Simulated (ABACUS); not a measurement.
# CdSe in ABACUS: the effect of functional

The system is CdSe.

```
CELL_PARAMETERS angstrom
-2.89299 0.00000 2.89299
0.00000 2.89299 2.89299
-2.89299 2.89299 0.00000
ATOMIC_POSITIONS crystal
Cd 0.00000 0.00000 0.00000
Se 0.50000 0.50000 0.50000
```

Measurements of this composition are mostly on another form, of space group No. 186.

The cell isn't the ideal one: volume scaled by 1.02.

Alike in all runs:

* Program: ABACUS 3.10.1
* Task: equation of state
* Potentials or basis: SG15 ONCV 1.2 PBE
* Cutoff: 1401 eV
* Density cutoff: 5606 eV
* Basis: plane waves
* k mesh: 6 × 6 × 6
* Occupations: fermi-dirac, width 0.05 eV
* Spin: no spin polarisation

```csv
functional,pressure (GPa)
LDA,?
PBEsol,-4.3
r2SCAN,-3.3
SCAN,-3.7
```

Problem. What does the run with functional LDA give?

Solution. Pressure -6.7 GPa.

Caveats: the potentials were made for another functional, which shifts forces and pressure.
